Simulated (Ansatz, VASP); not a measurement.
# One calculation of AlN3, two programs

INCAR

```
SYSTEM = AlN3
ALGO     = Normal         ! electronic algorithm
EDIFF    = 1E-7           ! SCF threshold, eV
ENCUT    = 520            ! plane-wave cutoff, eV
GGA      = PE             ! functional
ISIF     = 2              ! what is computed and relaxed
ISMEAR   = -1             ! smearing method
LASPH    = .True.         ! aspherical terms in the spheres
LCHARG   = .False.        ! write CHGCAR
LREAL    = .False.        ! projectors in reciprocal space
LWAVE    = .False.        ! write WAVECAR
NBANDS   = 28             ! bands
NELM     = 60             ! most SCF steps
PREC     = Accurate       ! precision mode
SIGMA    = 0.1            ! smearing width, eV
```

The input KPOINTS:

```
k-points
0
Gamma
  8 8 8
  0 0 0
```

POSCAR

```
AlN3
1.0
    2.3168840000      4.0129580000      0.0000000000
   -2.3168840000      4.0129580000      0.0000000000
    0.0000000000     -2.6753050000      4.1044960000
Al N
2 6
Direct
    0.0000000000      0.0000000000      0.0000000000
    0.5000000000      0.5000000000      0.5000000000
    0.8780000000      0.6220000000      0.7500000000
    0.2500000000      0.8780000000      0.7500000000
    0.6220000000      0.2500000000      0.7500000000
    0.1220000000      0.3780000000      0.2500000000
    0.7500000000      0.1220000000      0.2500000000
    0.3780000000      0.7500000000      0.2500000000
```

Input for Ansatz:

```yaml
crystal:
  lattice:
    - [2.316884, 4.012958, 0.0]
    - [-2.316884, 4.012958, 0.0]
    - [0.0, -2.675305, 4.104496]
  atoms:
    - { symbol: Al, position: [0.0, 0.0, 0.0] }
    - { symbol: Al, position: [0.5, 0.5, 0.5] }
    - { symbol: "N", position: [0.878, 0.622, 0.75] }
    - { symbol: "N", position: [0.25, 0.878, 0.75] }
    - { symbol: "N", position: [0.622, 0.25, 0.75] }
    - { symbol: "N", position: [0.122, 0.378, 0.25] }
    - { symbol: "N", position: [0.75, 0.122, 0.25] }
    - { symbol: "N", position: [0.378, 0.75, 0.25] }
  symmetry: { tolerance: 0.0003 }
kpoints:
  mp_grid: { grid: [8, 8, 8], shift: [0, 0, 0] }
  band_path:
    path:
      - [0.0, 0.0, 0.0]
      - [0.0, 0.0, 0.5]
      - [0.26252635, -0.26252635, 0.5]
      - [0.26252635, -0.4749473, 0.23747365]
      - [0.5, 0.0, 0.0]
      - [0.0, 0.0, 0.0]
      - [0.36873682, -0.36873682, 0.0]
      - [0.26252635, -0.36873682, 0.36873682]
      - [0.0, -0.5, 0.5]
      - [0.0, 0.0, 0.0]
    npoints: 6
magnetization:
  spin_polarized: false
scf:
  occupations: { method: fermi_dirac }
  lower_state_search: "off"
  max_iter: 200
hamiltonian:
  pseudopotentials: { kind: paw }
  xc: pbe
basis:
  ecutwfc: 420
  fft_grid_basis: typed
output:
  forces: true
  stress: true
  eigenvalues: true
  bader: true
  populations: true
  elf: true
  write_potential: true
  volumetric_format: npy
  dos:
    e_range: [-12, 8]
    de: 0.05
    projected: { site_lists: { Al: [Al], "N": ["N"] } }
checkpoint:
  read: saved_state
```

The cell was built by a generator and needn't be a form met in nature.

Alike in both runs: task single point; functional PBE; k mesh 8 × 8 × 8; no spin polarisation.

|  | VASP | Ansatz |
| --- | --- | --- |
| version | VASP 6.6.1 | Ansatz 0.2.0 |
| potentials or method | VASP PAW PBE potentials, release 64 (Al, N) | PAW plane waves |
| plane-wave cutoff (eV) | 520 | 420 |
| occupations | fermi-dirac, width 0.1 eV | fermi-dirac |
| valence electrons in the cell | 36 | 36 |

Ansatz gave:

```
rms of the force components (eV/Å) : 0.581
```

**Question.** What did VASP give for the same quantities?

**Answer.** rms of the force components (eV/Å): 0.584.

Atom by atom the forces differ by 0.003 eV/Å (rms over components). Ansatz warned: «structure_snapped_to_symmetry».

Caveats: forces of over 1 eV/Å show positions far from the minimum, so gaps and moduli don't describe the material at rest.
